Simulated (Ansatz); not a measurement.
# wB97M-V/STO-3G run of CHF3 (trifluoromethane)

What is the electronic atomisation energy of CHF3 (trifluoromethane) at wB97M-V/STO-3G? 

The results are computed with Ansatz 0.2.0.

55 further runs of the same task are left out: 7 that didn't finish, 48 set aside as unsound or not needed.

### 1 The structure to begin with

CHF3 has 5 atoms, charge 0, and is taken as a singlet. As SMILES, `FC(F)F`. The coordinates come from a GFN2-xTB relaxation.

Bond lengths: F1–C2 1.328 Å, C2–F3 1.328 Å, C2–F4 1.328 Å, C2–H5 1.104 Å. Angles: F1–C2–F3 108.4°, F1–C2–F4 108.4°, F3–C2–F4 108.4°, F1–C2–H5 110.5°, F3–C2–H5 110.5°, F4–C2–H5 110.5°.

### 2 A single-point energy at wB97M-V/STO-3G

job.yaml reads:

```yaml
crystal:
  periodic: [false, false, false]
  atoms:
    - symbol: F
      position_ang: [-0.667670, -0.332390, 1.075060]
    - symbol: C
      position_ang: [0.018950, 0.054610, 0.006800]
    - symbol: F
      position_ang: [1.042420, -0.774930, -0.157420]
    - symbol: F
      position_ang: [-0.771270, -0.038770, -1.056390]
    - symbol: H
      position_ang: [0.377570, 1.091490, 0.131950]
basis:
  gaussian:
    orbitals: STO-3G
hamiltonian:
  xc: {name: wB97M-V}
accuracy: high
```

Command:

```bash
$ ansatz run job.yaml --threads 1 --pin off --max-ram 2610MiB --events-out events.jsonl --progress --plain --runs-dir runs
```

The program printed:

```text
Warning: RAYON_NUM_THREADS=1 ignored (pool sized by the plan → 1); use --threads N
Functional definition: wB97M-V
  name "wB97M-V"
  parameter omega = 0.3/bohr
  parameter cx = 0.15
  parameter cx01 = 1.007
  parameter cx10 = 0.259
  parameter css00 = 0.443
  parameter css04 = -1.437
  parameter css10 = -4.535
  parameter css20 = -3.390
  parameter css43 = 4.278
  parameter cos00 = 1.000
  parameter cos10 = 1.358
  parameter cos20 = 2.924
  parameter cos21 = -8.812
  parameter cos60 = -1.390
  parameter cos61 = 9.142
  parameter b = 6.0
  parameter c = 0.01
  gx(w, u) = 1 - cx + cx01*u + cx10*w
  gss(w, u) = css00 + css04*u^4 + css10*w + css20*w^2 + css43*w^4*u^3
  gos(w, u) = cos00 + cos10*w + (cos20 + cos21*u)*w^2 + (cos60 + cos61*u)*w^6
  exchange = spin_sum(e_x_unif_sr(omega)*gx(b97_w, b97_u_x)) + cx*exact_x_sr(omega) + exact_x_lr(omega)
  correlation = spin_sum(e_c_pw_mod_same_spin*gss(b97_w, b97_u_same))
      + integral(e_c_pw_mod_opposite_spin*gos(b97_w_opposite, b97_u_opposite)) + vv10(b, c)
395 factors; integrals over basis functions are off by at most 3.5e-8 eV
143 factors; integrals over basis functions are off by at most 6.5e-10 eV
mean field evaluation 1: about -9068.6601 eV, gradient 3.5e1 eV
mean field evaluation 2: about -9071.4135 eV, gradient 2.0e1 eV
mean field evaluation 4: about -9072.4419 eV, gradient 9.0e-2 eV
mean field evaluation 8: about -9072.4341 eV, gradient 3.7e-4 eV
mean field evaluation 16: about -9072.4341 eV, gradient 2.6e-8 eV
mean field -9072.43412089 eV, -333.4058044261 hartree, gradient 2.6e-8 eV, S^2 0.000000; 0 other end points of the search recorded, 0 dependent functions left out
reference -9072.43412222 eV, -333.4058044748 hartree; 17, 17 occupied and 4, 4 virtual orbitals, 395 factors
Total energy: -9072.43412222 eV, -333.4058044748 hartree
```

Wall time 20 s (1 thread of Arm Neoverse V1, shared host); peak memory 0.27 GiB.

### 3 The C atom, same level

molecule.yaml reads:

```yaml
crystal:
  periodic: [false, false, false]
  atoms:
    - {symbol: C, position_ang: [0.000000, 0.000000, 0.000000]}
basis:
  gaussian:
    orbitals: STO-3G
magnetization:
  spin_polarized: true
  initial_magnetization: 2
hamiltonian:
  xc: {name: wB97M-V}
accuracy: high
```

Command:

```bash
$ ansatz run molecule.yaml --threads 1 --pin off --max-ram 2610MiB --events-out events.jsonl --progress --plain --runs-dir runs
```

The program printed, cut to the lines that bear on the results:

```text
Warning: RAYON_NUM_THREADS=1 ignored (pool sized by the plan → 1); use --threads N
[... 2 set-up lines as earlier in the session ...]
[...]
  gx(w, u) = 1 - cx + cx01*u + cx10*w
  gss(w, u) = css00 + css04*u^4 + css10*w + css20*w^2 + css43*w^4*u^3
  gos(w, u) = cos00 + cos10*w + (cos20 + cos21*u)*w^2 + (cos60 + cos61*u)*w^6
[...]
      + integral(e_c_pw_mod_opposite_spin*gos(b97_w_opposite, b97_u_opposite)) + vv10(b, c)
15 factors; integrals over basis functions are off by at most 9.8e-10 eV
15 factors; integrals over basis functions are off by at most 5.5e-10 eV
[...]
mean field -1016.30781270 eV, -37.3486232384 hartree, gradient 0.0e0 eV, S^2 2.000000; 0 other end points of the search recorded, 0 dependent functions left out
reference -1016.30781374 eV, -37.3486232768 hartree; 4, 2 occupied and 1, 3 virtual orbitals, 15 factors
Total energy: -1016.30781374 eV, -37.3486232768 hartree
```

Run time: 1.1 s. Hardware: 1 thread of Arm Neoverse V1, shared host; peak memory 0.15 GiB.

### 4 The F atom at the same level

molecule.yaml reads:

```yaml
crystal:
  periodic: [false, false, false]
  atoms:
    - {symbol: F, position_ang: [0.000000, 0.000000, 0.000000]}
basis:
  gaussian: {orbitals: STO-3G}
magnetization: {spin_polarized: true, initial_magnetization: 1}
hamiltonian: {xc: {name: wB97M-V}}
accuracy: high
```

Run the same way, it converges to -98.28239 Eh (log not shown).

### 5 The H atom

in.yaml reads:

```yaml
basis:
  gaussian:
    orbitals: STO-3G
crystal:
  periodic: [false, false, false]
  atoms:
    - {symbol: H, position_ang: [0.000000, 0.000000, 0.000000]}
hamiltonian:
  xc: {name: wB97M-V}
accuracy: high
magnetization:
  spin_polarized: true
  initial_magnetization: 1
```

Run the same way, it converges to -0.45654 Eh (log not shown).

### 6 Results

At wB97M-V/STO-3G:

| quantity | value |
| --- | --- |
| molecule: total energy | -333.40580 Eh |
| C atom: total energy | -37.34862 Eh |
| C atom: ⟨S²⟩ | 2.000 |
| F atom: total energy | -98.28239 Eh |
| F atom: ⟨S²⟩ | 0.750 |
| H atom: total energy | -0.45654 Eh |
| H atom: ⟨S²⟩ | 0.750 |
| electronic atomisation energy | 20.503 eV |

Taking the molecule apart into free atoms costs 20.50 eV (473 kcal/mol), before zero-point energy and without spin-orbit coupling. In a minimal basis such a difference can be off by several eV, whatever the method.
